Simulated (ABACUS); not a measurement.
## NaCl under changes of volume

One of the cells (21.813 Å³/atom); the others are scaled copies at fixed shape and fractional positions:

```
CELL_PARAMETERS angstrom
0.00000 2.79406 2.79406
2.79406 0.00000 2.79406
2.79406 2.79406 0.00000
ATOMIC_POSITIONS crystal
Cl 0.50000 0.50000 0.50000
Na 0.00000 0.00000 0.00000
```

The cell is a database's computed one.

- Program: ABACUS 3.10.1
- Functional: TASK
- Potentials or basis: SG15 ONCV 1.2 PBE
- Cutoff: 1401 eV
- Density cutoff: 5606 eV
- Basis: plane waves
- k mesh: 5 × 5 × 5
- Occupations: fermi-dirac, width 0.05 eV
- Spin: no spin polarisation

| volume (Å³/atom) | energy over the lowest point (meV/atom) | gap on the mesh (eV) |
| --- | --- | --- |
| 20.504 | 134.61 | 10.26 |
| 20.940 | 106.04 | 10.18 |
| 21.376 | 80.47 | 10.11 |
| 21.813 | 54.56 | 10.04 |
| 22.249 | 34.23 | 9.98 |
| 22.685 | ? | ? |
| 23.121 | 0.00 | 9.86 |

Q: What does the run at 22.685 Å³/atom give?

A: Energy over the lowest point 16.03 meV/atom; gap on the mesh 9.92 eV.

Worked out: A Birch-Murnaghan fit of order 3 (a polynomial in V^(-2/3)) to the other rows has no minimum within the range. It gives 15.29 meV/atom at 22.685 Å³/atom, against the run's 16.03. Pressures are left out, since they don't match the slope of the energies. A straight line through the other rows of the gap, of slope -3.31 eV per unit of ln V (its deformation potential), gives 9.92 eV, against the run's 9.92.

Energies are extrapolated to zero smearing.

Caveats: the potentials were made for another functional, which shifts forces and pressure.
